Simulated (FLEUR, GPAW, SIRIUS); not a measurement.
**Au: programs and potentials compared**

```
CELL_PARAMETERS angstrom
0.00000 2.03500 2.03500
2.03500 0.00000 2.03500
2.03500 2.03500 0.00000
ATOMIC_POSITIONS crystal
Au 0.00000 0.00000 0.00000
```

Alike in all runs: task equation of state; functional WC; k mesh 11 × 11 × 11; occupations fermi-dirac, width 0.05 eV; no spin polarisation; no spin-orbit coupling.

| program and potentials | plane-wave cutoff (eV) | notes | equilibrium volume (Å³/atom) | bulk modulus (GPa) |
| --- | --- | --- | --- | --- |
| SIRIUS, all-electron FP-LAPW, apw+lo standard | - | - | 17.14 | 176.2 |
| GPAW, PAW data sets generated for this functional | 600 | - | 17.43 | 170.9 |
| FLEUR, all-electron, FLAPW | - | - | 17.14 | 172.5 |

The equilibrium volume spans 17.14 (FLEUR, all-electron, FLAPW) to 17.43 Å³/atom (GPAW, PAW data sets generated for this functional), with all-electron results at 17.14. The bulk modulus spans 170.9 (GPAW, PAW data sets generated for this functional) to 176.2 GPa (SIRIUS, all-electron FP-LAPW, apw+lo standard), with all-electron results at 172.5 to 176.2. For a metal such a mesh isn't converged, which the comparison doesn't need.

The functional is the same throughout but for its coding, so the spread measures potentials, basis and numerics; runs on potential files found faulty are left out.
